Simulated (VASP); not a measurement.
# CuI (Marshite): how cutoff and mesh change the relaxed cell

Aim: test the relaxed volume of CuI (Marshite) against cutoff and mesh. The starting structure is a measured crystal structure from the Crystallography Open Database.

Method: Kohn-Sham DFT with plane waves and PAW; PBEsol, in VASP 6.6.1.

The database entry behind the starting cell differs from later determinations by our own check (about 0.15 % long (mineral sample)), so it need not match the best structure at ambient conditions.

## 1. The starting structure

Symmetry: F-43m, No. 216, cubic system. The conventional cell has a = 6.063 Å, b = 6.063 Å, c = 6.063 Å, α = 90.00°, β = 90.00°, γ = 90.00°. I has 4 Cu at 2.63 Å nearest. Cu has 4 I at 2.63 Å nearest. Farther neighbours and most contacts between anions are not listed.

Coordinates:

```xyz
2
Lattice="0.0000 3.0315 3.0315 3.0315 0.0000 3.0315 3.0315 3.0315 0.0000" Properties=species:S:1:pos:R:3 pbc="T T T"
I     0.0000    0.0000    0.0000
Cu    4.5473    4.5473    4.5473
```

## 2. Reference relaxation

This run starts from the cell of an earlier relaxation, which isn't shown; the restart sets up the plane waves anew.

INCAR

```
SYSTEM = CuI
PREC = Accurate
ENCUT = 450
EDIFF = 1E-06
NELM = 100
ISMEAR = 0
SIGMA = 0.03
LREAL = .FALSE.
ALGO = Normal
GGA = PS
NBANDS = 15
LORBIT = 11
LWAVE = .FALSE.
LCHARG = .FALSE.
KPAR = 2
IBRION = 2
NSW = 50
ISIF = 3
EDIFFG = -0.01
```

POSCAR

```
CuI
1.0
    0.0000000000      2.9725512580      2.9725512580
    2.9725512580      0.0000000000      2.9725512580
    2.9725512580      2.9725512580      0.0000000000
I Cu
1 1
Direct
    0.0000000000      0.0000000000      0.0000000000
    0.7500000000      0.7500000000      0.7500000000
```

KPOINTS

```
Automatic mesh
0
Gamma
6 6 6
0 0 0
```

The projector-augmented-wave data sets are I and Cu (PBE family, release 64).

Launch:

```console
mpirun -np 2 vasp_std
```

Log:

```text
[banner, memory and clock lines left out]
running    2 mpi-ranks, on    1 nodes
 distrk:  each k-point on    1 cores,    2 groups
 distr:  one band on    1 cores,    1 groups

 POSCAR found type information on POSCAR I Cu
 POSCAR found :  2 types and       2 ions
|                                                                             |
|               ----> ADVICE to this user running VASP <----                  |
|                                                                             |
|     You enforced a specific xc type in the INCAR file but a different       |
|     [... a line on the potential file left out ...]
|     I HOPE YOU KNOW WHAT YOU ARE DOING!                                     |
|                                                                             |

 LDA part: xc-table for (Slater+PW92), standard interpolation
 POSCAR, INCAR and KPOINTS ok, starting setup
 FFT: planning ... GRIDC
 FFT: planning ... GRID_SOFT
 FFT: planning ... GRID
 WAVECAR not read
 entering main loop
       N       E                     dE             d eps       ncg     rms          rms(c)
DAV:   1     0.932025558561E+02    0.93203E+02   -0.70706E+03   480   0.116E+03
DAV:   2    -0.230907690592E+00   -0.93433E+02   -0.85019E+02   480   0.231E+02
DAV:   3    -0.647486565867E+01   -0.62440E+01   -0.61502E+01   627   0.650E+01
DAV:   4    -0.664862288468E+01   -0.17376E+00   -0.17368E+00   579   0.101E+01
DAV:   5    -0.665708514169E+01   -0.84623E-02   -0.84620E-02   702   0.257E+00    0.624E+00
DAV:   6    -0.656284245362E+01    0.94243E-01   -0.44784E+00   515   0.592E+01    0.408E+00
DAV:   7    -0.631872029926E+01    0.24412E+00   -0.10351E+00   543   0.362E+01    0.176E+00
DAV:   8    -0.632025956512E+01   -0.15393E-02   -0.68410E-02   743   0.479E+00    0.637E-01
DAV:   9    -0.631574291440E+01    0.45167E-02   -0.15774E-02   616   0.369E+00    0.254E-01
DAV:  10    -0.631583216867E+01   -0.89254E-04   -0.69290E-04   599   0.206E-01    0.210E-01
DAV:  11    -0.631573459050E+01    0.97578E-04   -0.28056E-04   621   0.541E-01    0.445E-02
DAV:  12    -0.631573741728E+01   -0.28268E-05   -0.15827E-04   776   0.286E-01    0.486E-02
DAV:  13    -0.631573855929E+01   -0.11420E-05   -0.94978E-06   564   0.216E-02    0.441E-02
DAV:  14    -0.631573850090E+01    0.58381E-07   -0.87955E-07   478   0.124E-02
   1 F= -.63157385E+01 E0= -.63157385E+01  d E =-.631574E+01
[...]
2 F= -.63155793E+01 E0= -.63155793E+01  d E =0.159157E-03
[...]
3 F= -.63157035E+01 E0= -.63157035E+01  d E =0.349830E-04
[...]
4 F= -.63157278E+01 E0= -.63157278E+01  d E =0.106770E-04
[...]
5 F= -.63157339E+01 E0= -.63157339E+01  d E =0.463113E-05
 curvature:  -0.01 expect dE=-0.108E-05 dE for cont linesearch -0.108E-05
 ZBRENT: interpolating
 opt :   0.0122  next Energy=    -6.315739 (dE=-0.452E-06)
 bond charge predicted
       N       E                     dE             d eps       ncg     rms          rms(c)
DAV:   1    -0.631573668779E+01   -0.26771E-05   -0.84413E-06   480   0.668E-02    0.629E-03
DAV:   2    -0.631573639094E+01    0.29684E-06   -0.53059E-06   480   0.722E-02
   6 F= -.63157364E+01 E0= -.63157364E+01  d E =0.210996E-05
 curvature:  -0.00 expect dE=-0.552E-08 dE for cont linesearch -0.552E-08
 trial: gam=-0.14331 g(F)=  0.647E-46 g(S)=  0.222E-05 ort = 0.128E-04 (trialstep = 0.802E+00)
 search vector abs. value=  0.668E-07
 reached required accuracy - stopping structural energy minimisation
```

Elapsed: 38 s, on 2 MPI ranks of AMD EPYC 7R43, shared host; peak memory 0.27 GiB.

Lines that name or quote the potential files are left out of all logs, and their timing lines are given in words.

OUTCAR, selected parts (step 2):

```text
ion  position               nearest neighbor table
   1  0.000  0.000  0.000-   2 2.57   2 2.57   2 2.57   2 2.57
   2  0.750  0.750  0.750-   1 2.57   1 2.57   1 2.57   1 2.57

  LATTYP: Found a face centered cubic cell.
 ALAT       =     5.9451025160

 Subroutine GETGRP returns: Found 24 space group operations
 (whereof 24 operations were pure point group operations)

The static configuration has the point symmetry T_d .

 Found     16 irreducible k-points:

   k-points           NKPTS =     16   k-points in BZ     NKDIM =     16   number of bands    NBANDS=     15

   dimension x,y,z NGX =    30 NGY =   30 NGZ =   30
   dimension x,y,z NGXF=    60 NGYF=   60 NGZF=   60

   ENCUT  =  450.0 eV  33.07 Ry    5.75 a.u.   7.27  7.27  7.27*2*pi/ulx,y,z

   NELECT =      18.0000    total number of electrons

 k-points in reciprocal lattice and weights: Automatic mesh
   0.00000000  0.00000000  0.00000000       0.005
   0.16666667  0.00000000  0.00000000       0.037
   0.33333333  0.00000000  0.00000000       0.037
   0.50000000  0.00000000  0.00000000       0.019
   0.16666667  0.16666667  0.00000000       0.028
   0.33333333  0.16666667  0.00000000       0.111
   0.50000000  0.16666667  0.00000000       0.111
  -0.33333333  0.16666667  0.00000000       0.111
  -0.16666667  0.16666667  0.00000000       0.056
[...]
-0.33333333  0.33333333  0.16666667       0.111
  -0.33333333  0.50000000  0.16666667       0.056

 average (electrostatic) potential at core
       1 -91.7313       2 -65.3256

 E-fermi :   5.0964

 k-point     1 :       0.0000    0.0000    0.0000
  band No.  band energies     occupation
    ...
      5       2.8081      2.00000
      6       2.8081      2.00000
      7       4.9399      2.00000
      8       4.9399      2.00000
      9       4.9399      2.00000
     10       6.1266      0.00000
     11       9.7010      0.00000
     12       9.7010      0.00000
     13       9.7010      0.00000
     14      13.0578      0.00000
    ...

 k-point     2 :       0.1667    0.0000    0.0000
  band No.  band energies     occupation
    ...
      5       2.7975      2.00000
      6       2.7975      2.00000
      7       3.9416      2.00000
      8       4.7147      2.00000
      9       4.7147      2.00000
     10       7.0779      0.00000
     11       9.7635      0.00000
     12      10.0773      0.00000
     13      10.0773      0.00000
     14      13.6745      0.00000
    ...

 k-point     3 :       0.3333    0.0000    0.0000
  band No.  band energies     occupation
    ...
      5       2.8089      2.00000
      6       2.8089      2.00000
      7       3.1425      2.00000
      8       4.3175      2.00000
      9       4.3175      2.00000
     10       7.1730      0.00000
     11      10.3349      0.00000
     12      10.3349      0.00000
     13      11.4515      0.00000
     14      13.4833      0.00000
    ...

  Total        0.0055398      0.0055398      0.0055398      0.0000000      0.0000000      0.0000000
  in kB        0.1689553      0.1689553      0.1689553      0.0000000      0.0000000      0.0000000
  external PRESSURE =       0.1689553 kB  Pullay stress =       0.0000000 kB

  energy-cutoff  :      450.00
  volume of cell :       52.53
      direct lattice vectors                 reciprocal lattice vectors
    -0.000000000  2.972579296  2.972579296    -0.168204092  0.168204092  0.168204092
     2.972579296  0.000000000  2.972579296     0.168204092 -0.168204092  0.168204092
     2.972579296  2.972579296 -0.000000000     0.168204092  0.168204092 -0.168204092

 POSITION                                       TOTAL-FORCE (eV/Angst)
 -----------------------------------------------------------------------------------
      0.00000      0.00000      0.00000        -0.000000      0.000000      0.000000
      4.45887      4.45887      4.45887         0.000000      0.000000     -0.000000
 -----------------------------------------------------------------------------------
    total drift:                               -0.000001     -0.000001     -0.000001

  FREE ENERGIE OF THE ION-ELECTRON SYSTEM (eV)
  ---------------------------------------------------
  free  energy   TOTEN  =        -6.3157363909 eV

  energy  without entropy=       -6.3157363909  energy(sigma->0) =       -6.31573639

 reached required accuracy - stopping structural energy minimisation

 total charge
# of ion       s       p       d       tot
------------------------------------------
    1        1.489   2.759   0.063   4.310
    2        0.351   0.301   9.323   9.974
--------------------------------------------------
tot          1.840   3.059   9.386  14.284

[... 3 further parts left out ...]
```

CONTCAR:

```
CuI
   1.00000000000000
    -0.0000000000000000    2.9725792964413409    2.9725792964413409
     2.9725792964413409    0.0000000000000000    2.9725792964413409
     2.9725792964413409    2.9725792964413409   -0.0000000000000000
  I               Cu
     1     1
Direct
     0.0000000000000000    0.0000000000000000    0.0000000000000000
     0.7500000000000000    0.7500000000000000    0.7500000000000000
```

The PAW data sets were made with PBE, which is usual practice but a small mismatch for other functionals. The run keeps the 24 symmetry operations of its start, so it cannot find a distortion of lower symmetry.

The reference relaxation ends at 26.266 Å³ an atom.

## 3. Relaxation with a cutoff of 300 eV

Against step 2 the input has ENCUT = 300. This run starts from the cell of an earlier relaxation, which isn't shown; the restart sets up the plane waves anew.

Edit INCAR of step 2 so:

```diff
@@ -2,3 +2,3 @@
 PREC = Accurate
-ENCUT = 450
+ENCUT = 300
 EDIFF = 1E-06
```

POSCAR

```
CuI
1.0
    0.0000000000      2.9689980766      2.9689980766
    2.9689980766      0.0000000000      2.9689980766
    2.9689980766      2.9689980766      0.0000000000
I Cu
1 1
Direct
    0.0000000000      0.0000000000      0.0000000000
    0.7500000000      0.7500000000      0.7500000000
```

KPOINTS is that of step 2.

Launch:

```console
mpirun -np 2 vasp_std
```

Log:

```text
[banner, memory and clock lines left out]
running    2 mpi-ranks, on    1 nodes
[...]
[... a notice as in an earlier step ...]

 LDA part: xc-table for (Slater+PW92), standard interpolation
 POSCAR, INCAR and KPOINTS ok, starting setup
[...]
entering main loop
       N       E                     dE             d eps       ncg     rms          rms(c)
DAV:   1     0.753783305061E+02    0.75378E+02   -0.53701E+03   480   0.829E+02
DAV:   2    -0.281960239345E+01   -0.78198E+02   -0.71819E+02   515   0.193E+02
DAV:   3    -0.655806362115E+01   -0.37385E+01   -0.36955E+01   613   0.458E+01
DAV:   4    -0.665580195737E+01   -0.97738E-01   -0.97711E-01   573   0.761E+00
[...]
DAV:  12    -0.631613871321E+01   -0.15335E-05   -0.15582E-04   775   0.275E-01    0.452E-02
DAV:  13    -0.631613991850E+01   -0.12053E-05   -0.97347E-06   529   0.212E-02    0.367E-02
DAV:  14    -0.631613954430E+01    0.37420E-06   -0.77191E-07   485   0.163E-02
   1 F= -.63161395E+01 E0= -.63161395E+01  d E =-.631614E+01
[... from here on, the cycles between the ionic steps are left out ...]
   2 F= -.63164768E+01 E0= -.63164768E+01  d E =-.337214E-03
   3 F= -.63157526E+01 E0= -.63157526E+01  d E =0.386939E-03
   4 F= -.63165415E+01 E0= -.63165415E+01  d E =-.401952E-03
[...]
reached required accuracy - stopping structural energy minimisation
```

It took 20 s on 2 MPI ranks; peak memory 0.2 GiB.

OUTCAR, selected parts (step 3):

```text
  Total        0.0067980      0.0067980      0.0067980      0.0000000     -0.0000000     -0.0000000
  in kB        0.2094839      0.2094839      0.2094839      0.0000000     -0.0000000     -0.0000000
  external PRESSURE =       0.2094839 kB  Pullay stress =       0.0000000 kB

 POSITION                                       TOTAL-FORCE (eV/Angst)
 -----------------------------------------------------------------------------------
      0.00000      0.00000      0.00000        -0.000000     -0.000000     -0.000000
      4.44353      4.44353      4.44353         0.000000      0.000000      0.000000
 -----------------------------------------------------------------------------------
    total drift:                               -0.000005     -0.000005     -0.000007

  FREE ENERGIE OF THE ION-ELECTRON SYSTEM (eV)
  ---------------------------------------------------
  free  energy   TOTEN  =        -6.3165414960 eV

  energy  without entropy=       -6.3165414960  energy(sigma->0) =       -6.31654150

[... 2 parts as in an earlier step ...]

[... 2 further parts left out ...]
[key lines of the parts left out:]
E-fermi :   5.2152
```

With a cutoff of 300 eV the cell ends at 25.996 Å³ an atom, -1.03 % from the reference.

## 4. Relaxation with a 4×4×4 mesh

Against step 2 the input has a 4×4×4 mesh. This run starts from the cell of an earlier relaxation, which isn't shown; the restart sets up the plane waves anew.

Edit INCAR of step 3 so:

```diff
@@ -2,3 +2,3 @@
 PREC = Accurate
-ENCUT = 300
+ENCUT = 450
 EDIFF = 1E-06
```

POSCAR

```
CuI
1.0
    0.0000000000      2.9770038539      2.9770038539
    2.9770038539      0.0000000000      2.9770038539
    2.9770038539      2.9770038539      0.0000000000
I Cu
1 1
Direct
    0.0000000000      0.0000000000      0.0000000000
    0.7500000000      0.7500000000      0.7500000000
```

KPOINTS

```
Automatic mesh
0
Gamma
4 4 4
0 0 0
```

Launch:

```console
mpirun -np 2 vasp_std
```

Log:

```text
[... set-up lines as in an earlier step ...]
 entering main loop
       N       E                     dE             d eps       ncg     rms          rms(c)
DAV:   1     0.908503888987E+02    0.90850E+02   -0.69412E+03   240   0.115E+03
DAV:   2    -0.132699921616E+01   -0.92177E+02   -0.84118E+02   247   0.226E+02
DAV:   3    -0.646926004333E+01   -0.51423E+01   -0.50689E+01   317   0.601E+01
DAV:   4    -0.660467820763E+01   -0.13542E+00   -0.13537E+00   275   0.912E+00
[...]
DAV:  11    -0.627637335456E+01    0.76461E-04   -0.47710E-04   297   0.705E-01    0.168E-02
DAV:  12    -0.627638703001E+01   -0.13675E-04   -0.90761E-05   388   0.932E-02    0.433E-02
DAV:  13    -0.627638665206E+01    0.37794E-06   -0.65763E-07   204   0.791E-03
   1 F= -.62763867E+01 E0= -.62763867E+01  d E =-.627639E+01
[... from here on, the cycles between the ionic steps are left out ...]
   2 F= -.62758479E+01 E0= -.62758479E+01  d E =0.538763E-03
   3 F= -.62762509E+01 E0= -.62762509E+01  d E =0.135703E-03
   4 F= -.62763275E+01 E0= -.62763275E+01  d E =0.591092E-04
   5 F= -.62763607E+01 E0= -.62763607E+01  d E =0.259704E-04
   6 F= -.62763737E+01 E0= -.62763737E+01  d E =0.129200E-04
   7 F= -.62763794E+01 E0= -.62763794E+01  d E =0.725909E-05
   8 F= -.62763820E+01 E0= -.62763820E+01  d E =0.463325E-05
   9 F= -.62763836E+01 E0= -.62763836E+01  d E =0.304742E-05
  10 F= -.62763826E+01 E0= -.62763826E+01  d E =0.403525E-05
  11 F= -.62763830E+01 E0= -.62763830E+01  d E =0.361946E-05
[...]
reached required accuracy - stopping structural energy minimisation
```

Run time: 26 s. Hardware: 2 MPI ranks; peak memory 0.27 GiB.

Parts of OUTCAR (step 4):

```text
  Total       -0.0080150     -0.0080150     -0.0080150      0.0000000      0.0000000      0.0000000
  in kB       -0.2433431     -0.2433431     -0.2433431      0.0000000      0.0000000      0.0000000
  external PRESSURE =      -0.2433431 kB  Pullay stress =       0.0000000 kB

 POSITION                                       TOTAL-FORCE (eV/Angst)
 -----------------------------------------------------------------------------------
      0.00000      0.00000      0.00000         0.000000      0.000000      0.000000
      4.46559      4.46559      4.46559        -0.000000     -0.000000     -0.000000
 -----------------------------------------------------------------------------------
    total drift:                               -0.000001     -0.000001     -0.000001

  FREE ENERGIE OF THE ION-ELECTRON SYSTEM (eV)
  ---------------------------------------------------
  free  energy   TOTEN  =        -6.2763830326 eV

  energy  without entropy=       -6.2763830326  energy(sigma->0) =       -6.27638303

[... 1 part as in an earlier step ...]

[... 3 further parts left out ...]
[key lines of the parts left out:]
E-fermi :   5.0798
```

Logs of long relaxations may skip ionic steps without a mark.

With a 4×4×4 mesh the cell ends at 26.385 Å³ an atom, +0.45 % from the reference.

(Part 1 of 2 ends here.)

[Lines on the potential files, build, host, timing and source positions are cut from VASP's logs without a mark.]

[Logs are printed without paths, hosts, clocks, repeated set-up lines and the standing remarks that a program may print on its own settings, such as how far it seeks lower states.]

[Hosts, paths, dates, database ids (printed as entryN), source tags and the programs' standing remarks are cut or masked in the printed files.]
